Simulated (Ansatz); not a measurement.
# SiO2 (Cristobalite) (P4_12_12) in Ansatz: relaxation of cell and atoms with PBEsol

Aim: the relaxation of cell and atoms of SiO2 (Cristobalite) with PBEsol.

Everything below comes from runs of Ansatz 0.2.0. Logs are shortened: lines on timing, memory, paths and dates and some standing lists are left out, and cuts for length are marked.

## Step 1: The crystal as given

Symmetry: P4_12_12, No. 92, tetragonal system. Conventional cell: a = 4.982 Å, b = 4.982 Å, c = 6.963 Å, α = 90.00°, β = 90.00°, γ = 90.00°. Around Si (site symmetry 2) lie 4 O at 1.60 to 1.61 Å. Around O (site symmetry 1) lie 2 Si at 1.60 to 1.61 Å.

## Step 2: Relaxation of cell and atoms, PBEsol

input.yaml

```yaml
crystal:
  lattice:
    - [4.982, 0.0, 0.0]
    - [0.0, 4.982, 0.0]
    - [0.0, 0.0, 6.963]
  atoms:
    - { symbol: Si, position: [0.79897, 0.20103, 0.75] }
    - { symbol: Si, position: [0.70103, 0.70103, 0.5] }
    - { symbol: Si, position: [0.20103, 0.79897, 0.25] }
    - { symbol: Si, position: [0.29897, 0.29897, 0.0] }
    - { symbol: O, position: [0.10347, 0.23989, 0.82187] }
    - { symbol: O, position: [0.26011, 0.60347, 0.07187] }
    - { symbol: O, position: [0.89653, 0.76011, 0.32187] }
    - { symbol: O, position: [0.73989, 0.39653, 0.57187] }
    - { symbol: O, position: [0.60347, 0.26011, 0.92813] }
    - { symbol: O, position: [0.76011, 0.89653, 0.67813] }
    - { symbol: O, position: [0.39653, 0.73989, 0.42813] }
    - { symbol: O, position: [0.23989, 0.10347, 0.17813] }
hamiltonian:
  xc: pbesol
  pseudopotentials: { kind: paw }
kpoints:
  mp_grid: { grid: [6, 6, 4] }
scf:
  occupations: { method: fermi_dirac, width: 0.05 }
output:
  forces: true
  stress: true
  eigenvalues: true
  write_density: true
  write_potential: true
  elf: true
  volumetric_format: npy
relax:
  f_tol: 0.01
  max_steps: 40
  cell: { stress_tol: 0.05 }
```

Potentials or basis: Ansatz PAW.

Command:

```sh
$ ansatz run input.yaml --threads 4 --pin off --max-ram 11264MiB --backend cpu --events-out ev --progress --plain --runs-dir out
```

What it wrote:

```text
Warning: RAYON_NUM_THREADS=4 ignored (pool sized by the plan → 4); use --threads N
Engine: ansatz 0.2.0, aarch64-unknown-linux-gnu
Pseudopotentials: kind: paw
Pseudopotential: Si, paw, valence charge 4, recommended cutoff 420 eV (normal), Si.paw.azcp
Pseudopotential: O, paw, valence charge 6, recommended cutoff 420 eV (normal), O.paw.azcp
Functional definition: PBEsol
  exchange = pbesol_x
  correlation = pbesol_c
Crystal: 12 atoms, lattice volume = 172.824 Å³
Basis set: ecut = 420 eV, 3387 PW (Γ), exchange–correlation on 72×72×96 points (8 copies of the dense FFT grid, shifted against one another)
Bands: 44, of which v1, the nominal top of the filled ones, is band 32 counted from 1 (31 counted from 0)
Symmetry: 8 space group operations
Space group: P41212 (ITA 92), of the structure as read, at distance tolerance 5.6e-5 Å
k-points: 30 of 144 (time reversal used)
Non-local potential: Si, projectors of the file, l = 0: 2, l = 1: 2, l = 2: 2
Non-local potential: O, projectors of the file, l = 0: 2, l = 1: 2, l = 2: 1
PAW form: soft (Blöchl's): semilocal exchange-correlation on the pseudo side does not see the compensation charge
PAW frozen core: Si, regenerated for the run's functional, and the local potential with it (the file was generated under x = pbe(κ = 0.804, μ = 0.2195149727645171), c = pbe(β = 0.06672455060314922))
PAW frozen core: O, regenerated for the run's functional, and the local potential with it (the file was generated under x = pbe(κ = 0.804, μ = 0.2195149727645171), c = pbe(β = 0.06672455060314922))
PAW one-centre angular grid: Si, 110 points (default); XC on 64 Gauss nodes
PAW one-centre angular grid: O, 110 points (default); XC on 64 Gauss nodes
Initial density: superposition of atomic densities (neutral atoms: chi_scale 0, normalization atom), corrected by the library's trained network
Initial wavefunctions: pseudopotential atomic-orbital guess
Functional: x = pbesol(κ = 0.804, μ = 0.12345679012345678), c = pbesol(β = 0.046)
SCF iter   1: F=—  HF=-6986.450355 eV  |F-HF|=—  |Δ(HF+E_count)|=         —  Δρ=1.06e-2  dr2=1.45e-1  ethr=1.77e-3  ⟨swp⟩=7.0  Hψ=7021  notcnv=0  defer=42
preconditioner: auto → Resta (q_TF=auto, 2.312 Å⁻¹)  ε∞=2.9  [insulator: Δε(μ)=5.583 eV  Ē_g=16.611 eV  σ=0.050 eV  W_gap=1.00  n_scr=36 (ndim 8)  ℏωp=22.6 eV  f_vac=0.232  D(μ)=0.00/eV (n_scr^D=0)  ε∞_Penn≈2.9]
SCF iter   2: F=—  HF=-6986.410451 eV  |F-HF|=—  |Δ(HF+E_count)|=   3.99e-2  Δρ=1.45e-3  dr2=1.10e-3  ethr=2.27e-4  ⟨swp⟩=2.3  Hψ=2483  notcnv=0  defer=165
SCF iter   3: F=—  HF=-6986.410996 eV  |F-HF|=—  |Δ(HF+E_count)|=   5.45e-4  Δρ=6.01e-4  dr2=2.79e-4  ethr=1.72e-6  ⟨swp⟩=2.0  Hψ=1875  notcnv=0  defer=165
SCF iter   4: F=—  HF=-6986.411312 eV  |F-HF|=—  |Δ(HF+E_count)|=   3.16e-4  Δρ=7.33e-5  dr2=9.06e-6  ethr=4.37e-7  ⟨swp⟩=3.0  Hψ=2217  notcnv=0  defer=165
SCF iter   5: F=—  HF=-6986.411707 eV  |F-HF|=—  |Δ(HF+E_count)|=   3.95e-4  Δρ=1.01e-5  dr2=1.60e-7  ethr=1.42e-8  ⟨swp⟩=2.0  Hψ=1855  notcnv=0  defer=165
SCF iter   6: F=-6986.411708 eV  HF=-6986.411708 eV  |F-HF|=7.69e-9  |Δ(HF+E_count)|=   5.02e-7  Δρ=3.44e-6  dr2=1.59e-8  ethr=1.56e-10  ⟨swp⟩=17.0  Hψ=10493  notcnv=0
SCF 1 converged in 6 iterations: F = -6986.411708 eV  dr2 = 1.59e-8
relax step   1: F+E_penalty+E_count = -6986.41170789 eV  Δ(F+E_penalty+E_count) = +0.000e0 eV  max|allowed force component| = 2.940e-1 eV/Å  Δτ_max = 0.0000 Å  P = +3.941 GPa  Ω = 172.824 Å³  (6 SCF iters, dr2 threshold 1.00e-7 eV, accepted)
Crystal: 12 atoms, lattice volume = 174.860 Å³
Basis set: ecut = 420 eV, 3435 PW (Γ), exchange–correlation on 72×72×96 points (8 copies of the dense FFT grid, shifted against one another)
Initial density: handed on by an earlier stage of this run
Initial wavefunctions: those handed on with the density
iter 1 solved again at ethr=1.69e-5 eV; its pass at ethr=3.10e-3 eV (dr2=1.08e-2 eV) is discarded
SCF iter   1: F=—  HF=-6986.442166 eV  |F-HF|=—  |Δ(HF+E_count)|=         —  Δρ=2.46e-3  dr2=9.29e-3  ethr=1.69e-5  ⟨swp⟩=2.2  Hψ=5102  notcnv=0
preconditioner: auto → Resta (q_TF=auto, 2.307 Å⁻¹)  ε∞=2.8  [insulator: Δε(μ)=5.627 eV  Ē_g=16.587 eV  σ=0.050 eV  W_gap=1.00  n_scr=36 (ndim 8)  ℏωp=22.5 eV  f_vac=0.235  D(μ)=0.00/eV (n_scr^D=0)  ε∞_Penn≈2.8]
SCF iter   2: F=—  HF=-6986.439413 eV  |F-HF|=—  |Δ(HF+E_count)|=   2.75e-3  Δρ=8.47e-4  dr2=9.26e-4  ethr=1.45e-5  ⟨swp⟩=2.0  Hψ=2040  notcnv=0
SCF iter   3: F=—  HF=-6986.439611 eV  |F-HF|=—  |Δ(HF+E_count)|=   1.98e-4  Δρ=3.69e-4  dr2=2.63e-4  ethr=1.45e-6  ⟨swp⟩=1.9  Hψ=1847  notcnv=0
SCF iter   4: F=—  HF=-6986.439586 eV  |F-HF|=—  |Δ(HF+E_count)|=   2.51e-5  Δρ=5.82e-5  dr2=7.75e-6  ethr=4.11e-7  ⟨swp⟩=2.5  Hψ=2300  notcnv=0
SCF iter   5: F=-6986.439598 eV  HF=-6986.439598 eV  |F-HF|=7.29e-7  |Δ(HF+E_count)|=   1.18e-5  Δρ=1.09e-5  dr2=2.51e-7  ethr=1.87e-9  ⟨swp⟩=14.5  Hψ=11413  notcnv=0
SCF 2 converged in 5 iterations: F = -6986.439598 eV  dr2 = 2.51e-7
relax step   2: F+E_penalty+E_count = -6986.43959839 eV  Δ(F+E_penalty+E_count) = -2.789e-2 eV  max|allowed force component| = 1.650e-1 eV/Å  Δτ_max = 0.0039 Å  P = +2.016 GPa  Ω = 174.860 Å³  energy of the carried Pulay correction = -7.222e-3 eV  (5 SCF iters, dr2 threshold 1.20e-6 eV, accepted)
Crystal: 12 atoms, lattice volume = 176.990 Å³
Basis set: ecut = 420 eV, 3475 PW (Γ), exchange–correlation on 72×72×96 points (8 copies of the dense FFT grid, shifted against one another)
[... 46 lines left out ...]
iter 1 solved again at ethr=1.43e-7 eV; its pass at ethr=3.10e-3 eV (dr2=9.12e-5 eV) is discarded
SCF iter   1: F=—  HF=-6986.461969 eV  |F-HF|=—  |Δ(HF+E_count)|=         —  Δρ=5.74e-5  dr2=2.95e-7  ethr=1.43e-7  ⟨swp⟩=4.0  Hψ=10868  notcnv=0
preconditioner: auto → Resta (q_TF=auto, 2.303 Å⁻¹)  ε∞=2.8  [insulator: Δε(μ)=5.574 eV  Ē_g=16.495 eV  σ=0.050 eV  W_gap=1.00  n_scr=36 (ndim 8)  ℏωp=22.3 eV  f_vac=0.235  D(μ)=0.00/eV (n_scr^D=0)  ε∞_Penn≈2.8]
SCF iter   2: F=—  HF=-6986.462573 eV  |F-HF|=—  |Δ(HF+E_count)|=   6.04e-4  Δρ=2.85e-5  dr2=8.28e-8  ethr=4.61e-10  ⟨swp⟩=2.1  Hψ=2308  notcnv=0
SCF iter   3: F=—  HF=-6986.462636 eV  |F-HF|=—  |Δ(HF+E_count)|=   6.32e-5  Δρ=5.05e-6  dr2=8.08e-9  ethr=1.29e-10  ⟨swp⟩=2.0  Hψ=1967  notcnv=0
SCF iter   4: F=—  HF=-6986.462637 eV  |F-HF|=—  |Δ(HF+E_count)|=   1.49e-6  Δρ=7.99e-7  dr2=8.48e-10  ethr=1.26e-11  ⟨swp⟩=2.0  Hψ=2040  notcnv=0
SCF iter   5: F=-6986.462637 eV  HF=-6986.462637 eV  |F-HF|=3.16e-10  |Δ(HF+E_count)|=   3.20e-8  Δρ=2.49e-7  dr2=7.49e-11  ethr=1.00e-12  ⟨swp⟩=6.6  Hψ=7236  notcnv=0
SCF 7 converged in 5 iterations: F = -6986.462637 eV  dr2 = 7.49e-11
relax step   7: F+E_penalty+E_count = -6986.46263740 eV  Δ(F+E_penalty+E_count) = -2.019e-3 eV  max|allowed force component| = 1.761e-3 eV/Å  Δτ_max = 0.0000 Å  P = +0.025 GPa  Ω = 177.033 Å³  stress off target by 3.46e-2 GPa  SCF on the basis re-selected at this cell (its energy is not comparable with the rows above)  (5 SCF iters)
basis re-selected at this cell: Δ(F+E_penalty+E_count) = -2.019e-3 eV, ΔP = +0.010 GPa vs the last step (what re-selecting the basis moved, of the pressure what is left beyond the Pulay correction that the steps carried, after the strain that the cell walked since its last selection, with what the two solves' SCF thresholds leave and, on support functions, any second-order correction that the steps lacked; it is no measure of the basis error at this ecutwfc). This SCF's stress stands 3.46e-2 GPa from its target on what of the cell is left free (relax.cell.stress_tol is 5.00e-2 GPa) and its largest allowed force component is 1.76e-3 eV/Å (relax.f_tol is 1.00e-2 eV/Å): within both
SCF converged after 5 iterations
Free energy (F): -6986.462637 eV
Harris-Foulkes:  -6986.462637 eV  (|F-HF|=3.16e-10)
Internal energy: -6986.462637 eV  (E = F + TS)
E sigma→0 (E₀):  -6986.462637 eV
Fermi energy:    3.910639 eV
--- Per-component energies (eV) ---
  E_band       = -371.701615
  E_kinetic    = 1603.277245
  E_local      = -4563.955856  (includes V_loc(G=0)·N_el)
  E_nonlocal   = 483.933408
  E_hartree    = 1675.899358
  E_xc         = -805.591738
  E_vxc        = -940.476375  (∫ρ·V_xc dr)
  E_paw        = -3223.775145  (= ΣΔE_a)
  E_vpaw       = -306.299403  (= ΣTr[D̂ρ^β])
  E_aug_tail   = 0.020734  (compensation charges beyond the density's cutoff)
  E_ewald      = -2156.679190
  E_core_change = 0.408546  (= ΣΔE_core)
  E_smearing   = -0.000000  (= −TS)
  E_closure    = 0.000000  (closes the sum)
  Σ components = -6986.462637   (vs F -6986.462637, Δ=0.00e0)
--- Forces (eV/Å), atoms counted from 1 ---
  atom   1  Si     0.00116349    -0.00116349    -0.00000000
  atom   2  Si    -0.00116349    -0.00116349     0.00000000
  atom   3  Si    -0.00116349     0.00116349    -0.00000000
  atom   4  Si     0.00116349     0.00116349     0.00000000
  atom   5  O     -0.00176105    -0.00072294     0.00030862
  atom   6  O      0.00072294    -0.00176105     0.00030862
  atom   7  O      0.00176105     0.00072294     0.00030862
  atom   8  O     -0.00072294     0.00176105     0.00030862
  atom   9  O     -0.00176105     0.00072294    -0.00030862
  atom  10  O      0.00072294     0.00176105    -0.00030862
  atom  11  O      0.00176105    -0.00072294    -0.00030862
  atom  12  O     -0.00072294    -0.00176105    -0.00030862
  max |Σ_I F_I| component: 3.47e-18 eV/Å
--- Stress (GPa, compression-positive) ---
        0.019922       0.000000      -0.000000
        0.000000       0.019922      -0.000000
       -0.000000      -0.000000       0.034643
  P = ⅓ Tr σ = 0.0248 GPa (0.248 kbar)
--- Band table (eV; the first three rows and the last of 30) ---
  k-point 0: bands = ["-18.2301", "-17.3356", "-17.3356", "-16.1707", "-16.1327", "-16.1309", "-16.1169", "-16.1169", "-8.4403", "-6.3163", "-6.3163", "-4.6898", "-4.5908", "-4.5908", "-4.1024", "-3.9475", "-1.8469", "-1.8357", "-1.8357", "-1.2827", "-1.2063", "-0.9331", "-0.7292", "-0.6765", "-0.6765", "-0.2133", "-0.2133", "-0.1326", "0.4091", "0.8010", "0.8010", "1.0874", "6.6608", "9.7559", "9.7559", "10.0778", "10.0778", "10.5271", "10.8034", "11.9941", "11.9991", "11.9991", "12.2000", "12.3263"]
  k-point 1: bands = ["-18.1676", "-17.6991", "-16.9355", "-16.2762", "-16.1299", "-16.1292", "-16.1197", "-16.1184", "-8.2629", "-7.0835", "-5.6087", "-4.7842", "-4.5618", "-4.4852", "-4.2040", "-4.0494", "-1.8036", "-1.7906", "-1.7198", "-1.2291", "-1.1379", "-0.9114", "-0.8847", "-0.7540", "-0.7159", "-0.5956", "-0.0018", "0.2300", "0.4549", "0.6120", "0.7665", "0.9743", "7.0027", "8.9975", "9.8933", "10.2150", "10.5799", "10.5927", "10.6521", "11.6311", "11.7409", "12.0120", "12.1780", "12.3057"]
  k-point 2: bands = ["-17.9854", "-17.9854", "-16.5569", "-16.5569", "-16.1248", "-16.1248", "-16.1238", "-16.1238", "-7.7752", "-7.7752", "-5.0820", "-5.0820", "-4.4075", "-4.4075", "-4.2761", "-4.2761", "-1.7500", "-1.7500", "-1.4239", "-1.4239", "-0.9801", "-0.9801", "-0.8303", "-0.8303", "-0.8240", "-0.8240", "0.2866", "0.2866", "0.5636", "0.5636", "0.6931", "0.6931", "7.8855", "7.8855", "10.3522", "10.3522", "10.4896", "10.4896", "11.2676", "11.2676", "11.3911", "11.3911", "12.4342", "12.4342"]
  k-point 29: bands = ["-17.3042", "-17.3042", "-17.3042", "-17.3042", "-16.1864", "-16.1864", "-16.1864", "-16.1864", "-6.3455", "-6.3455", "-6.3455", "-6.3455", "-3.9818", "-3.9818", "-3.9818", "-3.9818", "-1.8790", "-1.8790", "-1.8790", "-1.8790", "-1.1431", "-1.1431", "-1.1431", "-1.1431", "-0.2577", "-0.2577", "-0.2577", "-0.2577", "0.4563", "0.4563", "0.4563", "0.4563", "10.1553", "10.1553", "10.1553", "10.1553", "10.7156", "10.7156", "10.7156", "10.7156", "11.2379", "11.2379", "11.2379", "11.2379"]
--- Relaxed structure (5 steps of the walk, 5 accepted, 2 SCFs on fresh bases) ---
  F+E_penalty+E_count = -6986.46263740 eV   max|allowed force component| = 1.761e-3 eV/Å   (the final SCF, on the basis selected at the relaxed cell)
  cell:  # Å, volume = 177.0327 Å³
    - [5.026927832347659, 4.952381706174177e-34, -2.093891064076059e-18]
    - [-2.1532094374670335e-35, 5.026927832347659, 9.148741192095216e-34]
    - [-2.9264880528224812e-18, 1.2786637040101389e-33, 7.0056452915171565]
  atoms:
    - { symbol: Si, position: [0.798153519257319, 0.2018464807426808, 0.75] }
    - { symbol: Si, position: [0.7018464807426809, 0.7018464807426809, 0.5] }
    - { symbol: Si, position: [0.2018464807426808, 0.798153519257319, 0.25] }
    - { symbol: Si, position: [0.2981535192573192, 0.2981535192573192, 2.6595102070862594e-20] }
    - { symbol: O, position: [0.10205671830589923, 0.2395720978272311, 0.8215878815583342] }
    - { symbol: O, position: [0.2604279021727689, 0.6020567183058991, 0.07158788155833423] }
    - { symbol: O, position: [0.8979432816941008, 0.7604279021727688, 0.32158788155833423] }
    - { symbol: O, position: [0.7395720978272311, 0.39794328169410076, 0.5715878815583342] }
    - { symbol: O, position: [0.6020567183058991, 0.2604279021727689, 0.9284121184416657] }
    - { symbol: O, position: [0.7604279021727688, 0.8979432816941008, 0.6784121184416658] }
    - { symbol: O, position: [0.39794328169410076, 0.7395720978272311, 0.4284121184416657] }
    - { symbol: O, position: [0.2395720978272311, 0.10205671830589923, 0.17841211844166582] }
```

Run time: 37 s. Hardware: 4 threads of Arm Neoverse V2, shared host; peak memory 0.56 GiB.

Results:

| Quantity | Value |
| --- | --- |
| Free energy | -6986.4626 eV |
| Relaxed volume | 14.75 Å³/atom |
| Relaxed cell | a = 5.027 Å, b = 5.027 Å, c = 7.006 Å, α = 90.00°, β = 90.00°, γ = 90.00° |
| Space group after relaxing (to 0.05 Å) | P4_12_12 (No. 92) |
| Energy gained by relaxing | 4.2 meV/atom |
| Ionic steps | 7 |
| Pressure after relaxing | 0.0 GPa |
| Band gap on the k mesh | 5.57 eV, direct |

Step by step:
| step | energy change (eV) | largest force (eV/Å) | volume (Å³) |
| --- | --- | --- | --- |
| 1 | 0.0000 | 0.3026 | 172.82 |
| 2 | -0.0279 | 0.1702 | 174.86 |
| 3 | -0.0338 | 0.0206 | 176.99 |
| 4 | -0.0363 | 0.0054 | 176.41 |
| 5 | -0.0509 | 0.0056 | 176.41 |
| 6 | -0.0489 | 0.0019 | 177.03 |
| 7 | -0.0509 | 0.0019 | 177.03 |

Final structure:
```yaml
crystal:
  lattice:
    - [5.02693, 0.00000, 0.00000]
    - [0.00000, 5.02693, 0.00000]
    - [0.00000, 0.00000, 7.00565]
  atoms:
    - { symbol: Si, position: [0.79815, 0.20185, 0.75000] }
    - { symbol: Si, position: [0.70185, 0.70185, 0.50000] }
    - { symbol: Si, position: [0.20185, 0.79815, 0.25000] }
    - { symbol: Si, position: [0.29815, 0.29815, 0.00000] }
    - { symbol: O, position: [0.10206, 0.23957, 0.82159] }
    - { symbol: O, position: [0.26043, 0.60206, 0.07159] }
    - { symbol: O, position: [0.89794, 0.76043, 0.32159] }
    - { symbol: O, position: [0.73957, 0.39794, 0.57159] }
    - { symbol: O, position: [0.60206, 0.26043, 0.92841] }
    - { symbol: O, position: [0.76043, 0.89794, 0.67841] }
    - { symbol: O, position: [0.39794, 0.73957, 0.42841] }
    - { symbol: O, position: [0.23957, 0.10206, 0.17841] }
```

Caveat: the plane-wave basis is chosen anew once the cell has moved, so the energies of steps on either side of that aren't comparable; the pressure holds a Pulay correction of +0.6 GPa for the finite cutoff; the PAW data sets come from PBE, with cores solved anew for the run's functional, which leaves a small shift of forces and pressure.
